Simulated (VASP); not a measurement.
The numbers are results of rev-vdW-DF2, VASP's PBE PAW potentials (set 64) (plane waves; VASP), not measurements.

VASP input:

**KPOINTS**
```
Automatic mesh
0
Gamma
7 7 7
0 0 0
```

**POSCAR**
```
CsCl
1
    4.1810521373     0.0000000000     0.0000000000
    0.0000000000     4.1810521373     0.0000000000
    0.0000000000     0.0000000000     4.1810521373
Cs Cl
1 1
Direct
  0.0000000000   0.0000000000   0.0000000000
  0.5000000000   0.5000000000   0.5000000000
```

INCAR:
```
SYSTEM=CsCl
PREC=Accurate; ENCUT=520; LREAL=.FALSE.
LASPH=.TRUE.
EDIFF=1E-7; NELM=100; ALGO=Normal
LMAXMIX=4
ISMEAR=0; SIGMA=0.05
GGA=MK; LUSE_VDW=.TRUE.; AGGAC=0.0
PARAM1=0.1234568; PARAM2=0.7114; ZAB_VDW=-1.8867
ISIF=2
LWAVE=.FALSE.; LCHARG=.FALSE.
```

POTCAR, in this order: Cs_sv Cl (PBE.64 set). Program: vasp_std.

The run wrote:

File OSZICAR:
```
       N       E                     dE             d eps       ncg     rms          rms(c)
DAV:   1     0.103017733271E+03    0.10302E+03   -0.68296E+03   480   0.115E+03
DAV:   2     0.443095604569E+01   -0.98587E+02   -0.92161E+02   764   0.183E+02
DAV:   3    -0.303486204045E+01   -0.74658E+01   -0.74416E+01   604   0.592E+01
DAV:   4    -0.311595780812E+01   -0.81096E-01   -0.81051E-01   576   0.765E+00
DAV:   5    -0.311715073472E+01   -0.11929E-02   -0.11928E-02   604   0.929E-01    0.220E+00
DAV:   6    -0.274264149809E+01    0.37451E+00   -0.65439E-01   552   0.448E+00    0.159E+00
DAV:   7    -0.269345821491E+01    0.49183E-01   -0.18689E-01   640   0.240E+00    0.938E-01
DAV:   8    -0.268996495915E+01    0.34933E-02   -0.14650E-02   572   0.931E-01    0.140E-01
DAV:   9    -0.268987321451E+01    0.91745E-04   -0.32947E-03   636   0.355E-01    0.114E-01
DAV:  10    -0.268995729424E+01   -0.84080E-04   -0.33801E-04   572   0.147E-01    0.147E-02
DAV:  11    -0.268996743975E+01   -0.10146E-04   -0.19100E-05   592   0.367E-02    0.536E-03
DAV:  12    -0.268996732305E+01    0.11670E-06   -0.66007E-06   584   0.164E-02    0.249E-03
DAV:  13    -0.268996720589E+01    0.11716E-06   -0.30419E-07   592   0.402E-03    0.119E-03
DAV:  14    -0.268996721562E+01   -0.97272E-08   -0.16830E-07   432   0.242E-03
   1 F= -.26899672E+01 E0= -.26899672E+01  d E =-.252604E-14
```

File OUTCAR:
```
------------------------ aborting loop because EDIFF is reached ----------------------------------------
  FORCE on cell =-STRESS in cart. coord.  units (eV):
  Direction    XX          YY          ZZ          XY          YZ          ZX
  --------------------------------------------------------------------------------------
  Total       -0.4557274     -0.4557274     -0.4557274      0.0000000      0.0000000      0.0000000
  in kB       -9.9898494     -9.9898494     -9.9898494      0.0000000      0.0000000      0.0000000
  external PRESSURE =      -9.9898494 kB  Pullay stress =       0.0000000 kB
  volume of cell :       73.09
      direct lattice vectors                 reciprocal lattice vectors
     4.181052137  0.000000000  0.000000000     0.239174248  0.000000000  0.000000000
     0.000000000  4.181052137  0.000000000     0.000000000  0.239174248  0.000000000
     0.000000000  0.000000000  4.181052137     0.000000000  0.000000000  0.239174248
 POSITION                                       TOTAL-FORCE (eV/Angst)
 -----------------------------------------------------------------------------------
      0.00000      0.00000      0.00000         0.000000      0.000000      0.000000
      2.09053      2.09053      2.09053         0.000000      0.000000      0.000000
 -----------------------------------------------------------------------------------
    total drift:                                0.000000      0.000000     -0.000000
  FREE ENERGIE OF THE ION-ELECTRON SYSTEM (eV)
  ---------------------------------------------------
  free  energy   TOTEN  =        -2.6899672156 eV

  energy  without entropy=       -2.6899672156  energy(sigma->0) =       -2.68996722
```
(Selected blocks of OUTCAR.)

The compound is CsCl in the CsCl type structure. This cell is one point of a volume scan, at 1.06 of the reference volume.
